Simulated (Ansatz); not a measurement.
CdI2 built on the CdI2 prototype, relaxed with r2SCAN+rVV10. It is trigonal, P-3m1 (No. 164); conventional cell a = 4.247 Å, c = 6.895 Å, 35.90 Å³ an atom. Cd has 6 I at 2.99 Å; I has 3 Cd at 2.99 Å.

3 runs of the PAW code Ansatz on this cell differ in the functional (and in the settings that go with it). Levels are in eV from each run's valence top; v1 is the last filled band, c1 the first empty one.

Run A, mean stress +0.8 GPa (compression positive):
```tsv
point	v2	v1	c1	c2
Γ	-0.18	-0.18	3.48	5.40
M	-0.75	-0.16	3.59	5.95
K	-1.18	-1.18	3.64	8.06
A	-0.03	-0.03	4.64	5.45
L	-0.56	-0.49	3.31	5.84
H	-0.32	-0.32	4.47	6.49
```

Run B, mean stress +0.8 GPa (compression positive):
```tsv
point	v2	v1	c1	c2
Γ	-0.16	-0.16	3.07	5.05
M	-0.70	-0.15	3.06	5.59
K	-1.10	-1.10	3.09	7.60
A	-0.02	-0.02	4.13	5.12
L	-0.51	-0.46	2.81	5.44
H	-0.30	-0.30	3.87	6.10
```

Run C, mean stress +0.7 GPa (compression positive):
```tsv
point	v2	v1	c1	c2
Γ	-0.18	-0.18	4.14	6.07
M	-0.77	-0.17	4.28	6.64
K	-1.21	-1.21	4.34	8.78
A	-0.03	-0.03	5.33	6.13
L	-0.58	-0.50	4.00	6.53
H	-0.34	-0.34	5.20	7.19
```

Task: Match the runs to r2SCAN, HSE06, PBE0.

Result: A is HSE06, B is r2SCAN, C is PBE0. In order of the gap: r2SCAN 2.78, HSE06 3.28, PBE0 3.97 eV.

The values are computed, spin-unpolarised, and not measurements.

Spin-orbit coupling is left out, which matters wherever the heavy atoms make up the band edges.

The program warns that its thresholds are loose for a hybrid's stress.

The meshes of the hybrids are coarse, so their gaps aren't converged to the digits shown.
